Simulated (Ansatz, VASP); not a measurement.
One calculation of SiC, two programs

```
CELL_PARAMETERS angstrom
0.00000 2.17900 2.13542
2.17900 0.00000 2.13542
2.17900 2.17900 0.00000
ATOMIC_POSITIONS crystal
Si 0.00000 0.00000 0.00000
C 0.25000 0.25000 0.25000
```

Change from the starting cell: z stretched by -2 %, ions relaxed.

Alike in both runs: functional PBE; k mesh 17 × 17 × 17; occupations fermi-dirac, width 0.02 eV; no spin polarisation.

Ansatz relaxed the structure, and its values are those at the end. VASP's run is a single point on that final structure, the one shown.

|  | VASP | Ansatz |
| --- | --- | --- |
| version | VASP 6.6.1 | Ansatz 0.2.0 |
| potentials or method | VASP PAW PBE potentials, release 64 (Si, C) | plane-wave PAW, scalar-relativistic |
| plane-wave cutoff (eV) | 520 | 420 |
| valence electrons in the cell | 8 | 8 |

```csv
,VASP,Ansatz,Ansatz less VASP
gap on the k mesh at the Fermi level (eV),1.17,1.17,+0.003
pressure (GPa),7.9,8.0,+0.07
```

The functional is the same, so the differences come from potentials, cutoffs and numerics. Ansatz warned: «stress_scf_threshold_loose».

Caveats: an odd mesh through Γ misses points on the zone boundary, where band edges often lie.
